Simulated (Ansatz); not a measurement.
# AlN (F-43m) in Ansatz: notebook

Aim: see how the results for AlN move with the level of theory and the settings. Levels: PBEsol, RPBE. Tasks: relaxation of cell and atoms.

All numbers are computed with Ansatz 0.2.0; they aren't measurements. Logs are shortened: lines on timing, memory, paths and dates and some standing lists are left out, and cuts for length are marked.

## Step 1: The crystal as given

Symmetry: F-43m, No. 216, cubic system. Conventional cell: a = 4.368 Å, b = 4.368 Å, c = 4.368 Å, α = 90.00°, β = 90.00°, γ = 90.00°. Around Al (site symmetry -43m) lie 4 N at 1.89 Å. N (site symmetry -43m) has 4 Al at 1.89 Å as nearest neighbours.

Measurements of this composition are mostly on another form, of space group No. 186.

## Step 2: Relaxation of cell and atoms, PBEsol

The input, input.yaml:

```yaml
crystal:
  lattice:
    - [0.0, 2.1839935596, 2.1839935596]
    - [2.1839935596, 0.0, 2.1839935596]
    - [2.1839935596, 2.1839935596, 0.0]
  atoms:
    - { symbol: Al, position: [0.0, 0.0, 0.0] }
    - { symbol: "N", position: [0.25, 0.25, 0.25] }
hamiltonian:
  xc: pbesol
  pseudopotentials: { kind: paw }
kpoints:
  mp_grid: { grid: [10, 10, 10] }
scf:
  occupations: { method: fermi_dirac, width: 0.05 }
output:
  forces: true
  stress: true
relax:
  f_tol: 0.01
  max_steps: 40
  cell: { stress_tol: 0.05 }
```

Potentials or basis: Ansatz PAW.

Run with:

```console
$ ansatz run input.yaml --threads 2 --pin off --max-ram 5632MiB --backend cpu --events-out ev --progress --plain --runs-dir out
```

Log:

```text
Warning: RAYON_NUM_THREADS=2 ignored (pool sized by the plan → 2); use --threads N
Engine: ansatz 0.2.0, x86_64-unknown-linux-gnu
Pseudopotentials: kind: paw
Pseudopotential: Al, paw, valence charge 3, recommended cutoff 420 eV (normal), Al.paw.azcp
Pseudopotential: N, paw, valence charge 5, recommended cutoff 420 eV (normal), N.paw.azcp
Functional definition: PBEsol
  exchange = pbesol_x
  correlation = pbesol_c
Crystal: 2 atoms, lattice volume = 20.835 Å³
Basis set: ecut = 420 eV, 411 PW (Γ), exchange–correlation on 48×48×48 points (8 copies of the dense FFT grid, shifted against one another)
Bands: 8, of which v1, the nominal top of the filled ones, is band 4 counted from 1 (3 counted from 0)
Symmetry: 24 space group operations
Space group: F-43m (ITA 216), of the structure as read, at distance tolerance 2.8e-5 Å
k-points: 47 of 1000 (time reversal used)
Non-local potential: Al, projectors of the file, l = 0: 2, l = 1: 2, l = 2: 1
Non-local potential: N, projectors of the file, l = 0: 2, l = 1: 2, l = 2: 1
PAW form: soft (Blöchl's): semilocal exchange-correlation on the pseudo side does not see the compensation charge
PAW frozen core: Al, regenerated for the run's functional, and the local potential with it (the file was generated under x = pbe(κ = 0.804, μ = 0.2195149727645171), c = pbe(β = 0.06672455060314922))
PAW frozen core: N, regenerated for the run's functional, and the local potential with it (the file was generated under x = pbe(κ = 0.804, μ = 0.2195149727645171), c = pbe(β = 0.06672455060314922))
PAW one-centre angular grid: Al, 110 points (default); XC on 64 Gauss nodes
PAW one-centre angular grid: N, 110 points (default); XC on 64 Gauss nodes
Initial density: superposition of atomic densities (neutral atoms: chi_scale 0, normalization atom), corrected by the library's trained network
Initial wavefunctions: pseudopotential atomic-orbital guess
Functional: x = pbesol(κ = 0.804, μ = 0.12345679012345678), c = pbesol(β = 0.046)
SCF iter   1: F=—  HF=-905.919482 eV  |F-HF|=—  |Δ(HF+E_count)|=         —  Δρ=9.91e-3  dr2=2.19e-2  ethr=1.77e-3  ⟨swp⟩=4.6  Hψ=2744  notcnv=0
preconditioner: auto → none  [insulator: Δε(μ)=3.050 eV  Ē_g=15.238 eV  σ=0.050 eV  W_gap=1.00  n_scr=0 (ndim 8)  ℏωp=23.0 eV  f_vac=0.000  D(μ)=0.00/eV (n_scr^D=0)  ε∞_Penn≈3.3]
SCF iter   2: F=—  HF=-905.914008 eV  |F-HF|=—  |Δ(HF+E_count)|=   5.47e-3  Δρ=4.20e-3  dr2=2.84e-3  ethr=2.74e-4  ⟨swp⟩=2.7  Hψ=1034  notcnv=0
SCF iter   3: F=—  HF=-905.913127 eV  |F-HF|=—  |Δ(HF+E_count)|=   8.81e-4  Δρ=6.13e-4  dr2=4.23e-5  ethr=3.55e-5  ⟨swp⟩=2.4  Hψ=589  notcnv=0
SCF iter   4: F=—  HF=-905.913159 eV  |F-HF|=—  |Δ(HF+E_count)|=   3.16e-5  Δρ=6.03e-5  dr2=2.63e-7  ethr=5.28e-7  ⟨swp⟩=1.7  Hψ=471  notcnv=0
iter 5 did not close the SCF: its close was put off for the readings that it lacked (scf_convergence_deferred on its scf_iter line)
SCF iter   5: F=-905.913159 eV  HF=-905.913159 eV  |F-HF|=7.96e-13  |Δ(HF+E_count)|=   1.13e-7  Δρ=5.77e-6  dr2=3.25e-9  ethr=3.29e-9  ⟨swp⟩=2.2  Hψ=558  notcnv=0
SCF iter   6: F=-905.913159 eV  HF=-905.913159 eV  |F-HF|=1.17e-11  |Δ(HF+E_count)|=  6.92e-10  Δρ=4.97e-7  dr2=2.18e-11  ethr=4.06e-11  ⟨swp⟩=1.1  Hψ=1142  notcnv=0
SCF 1 converged in 6 iterations: F = -905.913159 eV  dr2 = 2.18e-11
relax step   1: F+E_penalty+E_count = -905.91315922 eV  Δ(F+E_penalty+E_count) = +0.000e0 eV  max|allowed force component| = 1.943e-16 eV/Å  Δτ_max = 0.0000 Å  P = +1.349 GPa  Ω = 20.835 Å³  (6 SCF iters, dr2 threshold 1.00e-7 eV, accepted)
Crystal: 2 atoms, lattice volume = 20.903 Å³
Initial density: handed on by an earlier stage of this run
Initial wavefunctions: those handed on with the density
iter 1 solved again at ethr=1.69e-6 eV; its pass at ethr=3.10e-3 eV (dr2=1.35e-4 eV) is discarded
SCF iter   1: F=—  HF=-905.913375 eV  |F-HF|=—  |Δ(HF+E_count)|=         —  Δρ=7.56e-4  dr2=1.37e-4  ethr=1.69e-6  ⟨swp⟩=1.0  Hψ=2932  notcnv=0
preconditioner: auto → none  [insulator: Δε(μ)=3.183 eV  Ē_g=15.269 eV  σ=0.050 eV  W_gap=1.00  n_scr=0 (ndim 8)  ℏωp=23.0 eV  f_vac=0.000  D(μ)=0.00/eV (n_scr^D=0)  ε∞_Penn≈3.3]
SCF iter   2: F=—  HF=-905.913370 eV  |F-HF|=—  |Δ(HF+E_count)|=   4.73e-6  Δρ=3.56e-4  dr2=1.88e-5  ethr=1.69e-6  ⟨swp⟩=2.3  Hψ=543  notcnv=0
SCF iter   3: F=—  HF=-905.913364 eV  |F-HF|=—  |Δ(HF+E_count)|=   5.95e-6  Δρ=6.85e-5  dr2=6.76e-7  ethr=2.35e-7  ⟨swp⟩=2.5  Hψ=540  notcnv=0
SCF iter   4: F=-905.913364 eV  HF=-905.913364 eV  |F-HF|=8.58e-10  |Δ(HF+E_count)|=   3.05e-7  Δρ=4.99e-6  dr2=2.40e-9  ethr=2.50e-9  ⟨swp⟩=4.0  Hψ=1110  notcnv=0
SCF 2 converged in 4 iterations: F = -905.913364 eV  dr2 = 2.40e-9
relax step   2: F+E_penalty+E_count = -905.91336390 eV  Δ(F+E_penalty+E_count) = -2.047e-4 eV  max|allowed force component| = 1.249e-16 eV/Å  Δτ_max = 0.0000 Å  P = +0.660 GPa  Ω = 20.903 Å³  energy of the carried Pulay correction = -2.241e-4 eV  (4 SCF iters, dr2 threshold 2.00e-7 eV, accepted)
Crystal: 2 atoms, lattice volume = 20.969 Å³
iter 1 solved again at ethr=1.56e-6 eV; its pass at ethr=3.10e-3 eV (dr2=1.25e-4 eV) is discarded
SCF iter   1: F=—  HF=-905.913292 eV  |F-HF|=—  |Δ(HF+E_count)|=         —  Δρ=7.23e-4  dr2=1.26e-4  ethr=1.56e-6  ⟨swp⟩=1.0  Hψ=2929  notcnv=0
preconditioner: auto → none  [insulator: Δε(μ)=3.182 eV  Ē_g=15.238 eV  σ=0.050 eV  W_gap=1.00  n_scr=0 (ndim 8)  ℏωp=22.9 eV  f_vac=0.000  D(μ)=0.00/eV (n_scr^D=0)  ε∞_Penn≈3.3]
SCF iter   2: F=—  HF=-905.913291 eV  |F-HF|=—  |Δ(HF+E_count)|=   1.41e-6  Δρ=3.44e-4  dr2=1.76e-5  ethr=1.56e-6  ⟨swp⟩=2.3  Hψ=543  notcnv=0
SCF iter   3: F=—  HF=-905.913286 eV  |F-HF|=—  |Δ(HF+E_count)|=   5.52e-6  Δρ=6.68e-5  dr2=6.47e-7  ethr=2.20e-7  ⟨swp⟩=2.5  Hψ=539  notcnv=0
SCF iter   4: F=-905.913285 eV  HF=-905.913285 eV  |F-HF|=8.68e-10  |Δ(HF+E_count)|=   2.77e-7  Δρ=4.96e-6  dr2=2.38e-9  ethr=2.50e-9  ⟨swp⟩=4.0  Hψ=1106  notcnv=0
SCF 3 converged in 4 iterations: F = -905.913285 eV  dr2 = 2.38e-9
relax step   3: F+E_penalty+E_count = -905.91328528 eV  Δ(F+E_penalty+E_count) = +7.862e-5 eV  max|allowed force component| = 1.342e-16 eV/Å  Δτ_max = 0.0000 Å  P = +0.006 GPa  Ω = 20.969 Å³  energy of the carried Pulay correction = -4.397e-4 eV  (4 SCF iters, dr2 threshold 2.00e-7 eV, accepted)
Initial wavefunctions: pseudopotential atomic-orbital guess (no wavefunctions were taken with the density)
iter 1 solved again at ethr=6.54e-8 eV; its pass at ethr=3.10e-3 eV (dr2=5.23e-6 eV) is discarded
SCF iter   1: F=—  HF=-905.913737 eV  |F-HF|=—  |Δ(HF+E_count)|=         —  Δρ=4.10e-5  dr2=5.60e-8  ethr=6.54e-8  ⟨swp⟩=3.1  Hψ=3795  notcnv=0
preconditioner: auto → none  [insulator: Δε(μ)=3.193 eV  Ē_g=15.243 eV  σ=0.050 eV  W_gap=1.00  n_scr=0 (ndim 8)  ℏωp=22.9 eV  f_vac=0.000  D(μ)=0.00/eV (n_scr^D=0)  ε∞_Penn≈3.3]
SCF iter   2: F=—  HF=-905.913769 eV  |F-HF|=—  |Δ(HF+E_count)|=   3.17e-5  Δρ=1.92e-5  dr2=1.40e-8  ethr=7.00e-10  ⟨swp⟩=2.0  Hψ=564  notcnv=0
SCF iter   3: F=—  HF=-905.913769 eV  |F-HF|=—  |Δ(HF+E_count)|=   2.12e-8  Δρ=7.54e-6  dr2=2.88e-9  ethr=1.75e-10  ⟨swp⟩=2.4  Hψ=565  notcnv=0
SCF iter   4: F=—  HF=-905.913769 eV  |F-HF|=—  |Δ(HF+E_count)|=   2.67e-9  Δρ=6.55e-7  dr2=2.49e-11  ethr=3.60e-11  ⟨swp⟩=2.1  Hψ=545  notcnv=0
SCF iter   5: F=-905.913769 eV  HF=-905.913769 eV  |F-HF|=3.41e-13  |Δ(HF+E_count)|=  2.69e-11  Δρ=9.40e-8  dr2=9.48e-13  ethr=1.00e-12  ⟨swp⟩=5.0  Hψ=1223  notcnv=0
SCF 4 converged in 5 iterations: F = -905.913769 eV  dr2 = 9.48e-13
relax step   4: F+E_penalty+E_count = -905.91376857 eV  Δ(F+E_penalty+E_count) = -4.833e-4 eV  max|allowed force component| = 1.365e-16 eV/Å  Δτ_max = 0.0000 Å  P = +0.045 GPa  Ω = 20.969 Å³  stress off target by 4.46e-2 GPa  SCF on the basis re-selected at this cell (its energy is not comparable with the rows above)  (5 SCF iters)
basis re-selected at this cell: Δ(F+E_penalty+E_count) = -4.833e-4 eV, ΔP = +0.039 GPa vs the last step (what re-selecting the basis moved, of the pressure what is left beyond the Pulay correction that the steps carried, after the strain that the cell walked since its last selection, with what the two solves' SCF thresholds leave and, on support functions, any second-order correction that the steps lacked; it is no measure of the basis error at this ecutwfc). This SCF's stress stands 4.46e-2 GPa from its target on what of the cell is left free (relax.cell.stress_tol is 5.00e-2 GPa) and its largest allowed force component is 1.36e-16 eV/Å (relax.f_tol is 1.00e-2 eV/Å): within both
SCF converged after 5 iterations
Free energy (F): -905.913769 eV
Harris-Foulkes:  -905.913769 eV  (|F-HF|=3.41e-13)
Internal energy: -905.913769 eV  (E = F + TS)
E sigma→0 (E₀):  -905.913769 eV
Fermi energy:    8.449439 eV
--- Per-component energies (eV) ---
  E_band       = 14.094857
  E_kinetic    = 158.544584
  E_local      = -222.254577  (includes V_loc(G=0)·N_el)
  E_nonlocal   = 55.685518
  E_hartree    = 76.382801
  E_xc         = -100.609487
  E_vxc        = -107.355343  (∫ρ·V_xc dr)
  E_paw        = -577.741625  (= ΣΔE_a)
  E_vpaw       = -23.291008  (= ΣTr[D̂ρ^β])
  E_aug_tail   = 0.000095  (compensation charges beyond the density's cutoff)
  E_ewald      = -295.968315
  E_core_change = 0.047238  (= ΣΔE_core)
  E_smearing   = -0.000000  (= −TS)
  E_closure    = 0.000000  (closes the sum)
  Σ components = -905.913769   (vs F -905.913769, Δ=0.00e0)
--- Forces (eV/Å), atoms counted from 1 ---
  atom   1  Al    -0.00000000    -0.00000000    -0.00000000
  atom   2  N      0.00000000     0.00000000     0.00000000
  max |Σ_I F_I| component: 4.16e-17 eV/Å
--- Stress (GPa, compression-positive) ---
        0.044620       0.000000      -0.000000
       -0.000000       0.044620       0.000000
        0.000000       0.000000       0.044620
  P = ⅓ Tr σ = 0.0446 GPa (0.446 kbar)
--- Relaxed structure (3 steps of the walk, 3 accepted, 1 SCFs on fresh bases) ---
  F+E_penalty+E_count = -905.91376857 eV   max|allowed force component| = 1.365e-16 eV/Å   (the final SCF, on the basis selected at the relaxed cell)
  cell:  # Å, volume = 20.9690 Å³
    - [2.6750703172701853e-34, 2.1886810861591655, 2.1886810861591655]
    - [2.1886810861591655, 1.4681040669780419e-33, 2.1886810861591655]
    - [2.1886810861591655, 2.1886810861591655, 1.627334443006029e-33]
  atoms:
    - { symbol: Al, position: [-2.2321540969301446e-34, 9.461393908798558e-35, 2.581215231429509e-34] }
    - { symbol: N, position: [0.25, 0.25, 0.25] }
```

Wall time 3.8 s (2 threads of Intel Xeon at 2.50GHz (Skylake/Cascade Lake), shared host); peak memory 0.31 GiB.

Results:

```
Free energy                            : -905.9138 eV
Relaxed volume                         : 10.48 Å³/atom
Relaxed cell                           : a = 3.095 Å, b = 3.095 Å, c = 3.095 Å, α = 60.00°, β = 60.00°, γ = 60.00°
Space group after relaxing (to 0.05 Å) : F-43m (No. 216)
Energy gained by relaxing              : 0.3 meV/atom
Ionic steps                            : 4
Pressure after relaxing                : 0.0 GPa
Band gap on the k mesh                 : 3.19 eV
```

The path:
| step | energy change (eV) | largest force (eV/Å) | volume (Å³) |
| --- | --- | --- | --- |
| 1 | 0.0000 | 0.0000 | 20.83 |
| 2 | -0.0002 | 0.0000 | 20.90 |
| 3 | -0.0001 | 0.0000 | 20.97 |
| 4 | -0.0006 | 0.0000 | 20.97 |

Final structure:
```
Al N
1.0
     0.00000    2.18868    2.18868
     2.18868    0.00000    2.18868
     2.18868    2.18868    0.00000
Al N
1 1
Cartesian
  0.0000 0.0000 0.0000
  1.0943 1.0943 1.0943
```

Caveat: the plane-wave basis is chosen anew once the cell has moved, so the energies of steps on either side of that aren't comparable; the pressure holds a Pulay correction of +0.5 GPa for the finite cutoff; the PAW data sets come from PBE, with cores solved anew for the run's functional, which leaves a small shift of forces and pressure.

## Step 3: Relaxation of cell and atoms, RPBE

input.yaml, as its differences from that of step 2:

```diff
@@ -9,3 +9,3 @@
 hamiltonian:
-  xc: pbesol
+  xc: rpbe
   pseudopotentials: { kind: paw }
```

Potentials or basis: Ansatz PAW.

Run with:

```console
$ ansatz run input.yaml --threads 2 --pin off --max-ram 5632MiB --backend cpu --events-out ev --progress --plain --runs-dir out
```

It took 7.4 s on 2 threads of Intel Xeon at 2.50GHz (Skylake/Cascade Lake), shared host; peak memory 0.31 GiB.

The run converged. Its results:

```
Free energy                            : -928.5860 eV
Relaxed volume                         : 10.87 Å³/atom
Relaxed cell                           : a = 3.133 Å, b = 3.133 Å, c = 3.133 Å, α = 60.00°, β = 60.00°, γ = 60.00°
Space group after relaxing (to 0.05 Å) : F-43m (No. 216)
Energy gained by relaxing              : 11.7 meV/atom
Ionic steps                            : 7
Pressure after relaxing                : 0.0 GPa
Band gap on the k mesh                 : 3.34 eV
```

The path:
```tsv
step	energy change (eV)	largest force (eV/Å)	volume (Å³)
1	0.0000	0.0000	20.83
2	-0.0159	0.0000	21.27
3	-0.0204	0.0000	21.69
4	-0.0203	0.0000	21.71
5	-0.0233	0.0000	21.71
6	-0.0233	0.0000	21.74
7	-0.0233	0.0000	21.74
```

Final structure:
```yaml
crystal:
  lattice:
    - [0.00000, 2.21512, 2.21512]
    - [2.21512, 0.00000, 2.21512]
    - [2.21512, 2.21512, 0.00000]
  atoms:
    - { symbol: Al, position: [0.00000, 0.00000, 0.00000] }
    - { symbol: N, position: [0.25000, 0.25000, 0.25000] }
```

Caveat: the plane-wave basis is chosen anew once the cell has moved, so the energies of steps on either side of that aren't comparable; the pressure holds a Pulay correction of +0.4 GPa for the finite cutoff; the PAW data sets come from PBE, with cores solved anew for the run's functional, which leaves a small shift of forces and pressure.
